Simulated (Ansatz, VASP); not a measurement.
**Ru in VASP and in Ansatz**

Contents of INCAR:

```
ALGO = Fast ; EDIFF = 1E-6
ENCUT = 520 ; GGA = RE
ISIF = 2 ; ISMEAR = -1
LASPH = T ; LCHARG = T
LELF = T ; LREAL = F
LVHAR = T ; LWAVE = F
NBANDS = 28 ; NELM = 60
PREC = Accurate ; SIGMA = 0.1
```

The input KPOINTS:

```
k-points
0
Gamma
  10 10 13
```

The input POSCAR:

```
Ru
1.0
    4.3406002489      0.0000000000      0.0000000000
   -2.1703001244      3.7590700832      0.0000000000
    0.0000000000      0.0000000000      2.7289883988
Ru
3
Direct
    0.0000000000      0.0000000000      0.0000000000
    0.3333333333      0.6666666667      0.5000000000
    0.6666666667      0.3333333333      0.5000000000
```

Input for Ansatz:

```yaml
crystal:
  lattice:
    - [4.3406002489, 0.0, 0.0]
    - [-2.1703001244, 3.7590700832, 0.0]
    - [0.0, 0.0, 2.7289883988]
  atoms:
    - { symbol: Ru, position: [0.0, 0.0, 0.0] }
    - { symbol: Ru, position: [0.3333333333, 0.6666666667, 0.5] }
    - { symbol: Ru, position: [0.6666666667, 0.3333333333, 0.5] }
hamiltonian:
  xc: revpbe
  pseudopotentials:
    kind: paw
    azcp:
      Ru: "pseudopotentials/Ru.paw.azcp"
basis:
  ecutwfc: 420
  fft_grid_basis: typed
kpoints:
  mp_grid: { grid: [10, 10, 13], shift: [0, 0, 0] }
magnetization:
  spin_polarized: false
scf:
  occupations: { method: fermi_dirac, width: 0.1 }
  lower_state_search: "off"
output:
  stress: true
```

Alike in both runs: task single point; functional revPBE; k mesh 10 × 10 × 13; occupations fermi-dirac, width 0.1 eV; no spin polarisation.

|  | VASP | Ansatz |
| --- | --- | --- |
| version | VASP 6.6.1 | Ansatz 0.2.0 |
| potentials or method | VASP PAW PBE potentials, release 64 (Ru_pv) | plane waves (420 eV) with PAW, scalar-relativistic |
| plane-wave cutoff (eV) | 520 | 420 |
| valence electrons in the cell | 42 | 48 |

VASP gave:

| Property | Result |
| --- | --- |
| pressure (GPa) | -10.0 |
| largest component of the traceless stress (GPa) | 1.10 |

Q: Which values does Ansatz return?

A: Pressure (GPa): -10.0; largest component of the traceless stress (GPa): 1.17.

The two sets of potentials don't hold the same shells in valence.

Caveats: the PAW data sets were made with another functional, which shifts forces and pressure a little (VASP).
